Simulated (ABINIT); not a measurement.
# Al2O3 (Corundum): single point with PBE

**Measured values to compare with.**

From “Multi-petahertz electron interference in Cr:Al2O3 solid-state material”, 2018, pmc:5906618, for a bulk crystal of Al2O3: band gap 8.7 eV (optical).

The system is Al2O3 (Corundum).

```
Al O
1.0
     2.38025    1.37424    4.33187
    -2.38025    1.37424    4.33187
     0.00000   -2.74848    4.33187
Al O
4 6
Direct
  0.85216 0.85216 0.85216
  0.64784 0.64784 0.64784
  0.14784 0.14784 0.14784
  0.35216 0.35216 0.35216
  0.05668 0.75000 0.44332
  0.75000 0.44332 0.05668
  0.44332 0.05668 0.75000
  0.94332 0.25000 0.55668
  0.25000 0.55668 0.94332
  0.55668 0.94332 0.25000
```

```yaml
Program: ABINIT 10.8.3 (patched build)
Task: single point
Functional: PBE
Potentials_or_basis: JTH PAW PBE v2.0
Cutoff: 626 eV
k_mesh: 4 × 4 × 4
Occupations: fermi-dirac, width 0.05 eV
Spin: no spin polarisation
```

```
Pressure                                              : 7.3 GPa
Largest force                                         : 0.071 eV/Å
Band gap on the k mesh                                : 6.20 eV, direct
Valence electrons inside the program's atomic spheres : Al 0.87; O 4.68
```

Forces on the atoms (eV/Å):
```
Al   0.000  0.000 -0.071
Al   0.000  0.000  0.071
Al   0.000  0.000  0.071
Al   0.000  0.000 -0.071
O   -0.027 -0.047  0.000
O   -0.027  0.047  0.000
O    0.054  0.000  0.000
O    0.027  0.047  0.000
O    0.027 -0.047  0.000
O   -0.054  0.000  0.000
```

Stress tensor (GPa, compression positive):
```
7.60 0.00 0.00
0.00 7.60 0.00
0.00 0.00 6.74
```

Levels at points of the mesh, in eV from the valence-band top:
| k point | band 20 | band 21 | band 22 | band 23 | band 24 | band 25 | band 26 | band 27 | band 28 | band 29 |
| --- | --- | --- | --- | --- | --- | --- | --- | --- | --- | --- |
| (0.00, 0.00, 0.00) | -0.50 | -0.50 | -0.04 | -0.04 | 0.00 | 6.20 | 9.12 | 10.71 | 11.50 | 11.50 |
| (0.50, 0.00, 0.00) | -1.32 | -0.91 | -0.91 | -0.27 | -0.27 | 9.46 | 9.46 | 9.61 | 9.61 | 11.78 |
| (0.50, 0.50, 0.00) | -1.29 | -1.03 | -0.92 | -0.74 | -0.26 | 9.62 | 9.71 | 9.92 | 10.38 | 11.12 |
| (0.50, 0.50, 0.50) | -2.00 | -0.38 | -0.38 | -0.38 | -0.38 | 8.66 | 8.66 | 11.06 | 11.06 | 12.48 |

Run time: 93 s on 1 thread of Arm Neoverse N1, on a shared host, peak memory 0.21 GiB.

Against the measured gap of Al2O3, 8.7 eV (optical; quoted in “Multi-petahertz electron interference in Cr:Al2O3 solid-state material”, 2018, pmc:5906618), the calculated 6.20 eV is off by -2.50 eV. The value is that of PBE, without temperature or zero-point motion. Semilocal functionals fall short of measured gaps as a rule.
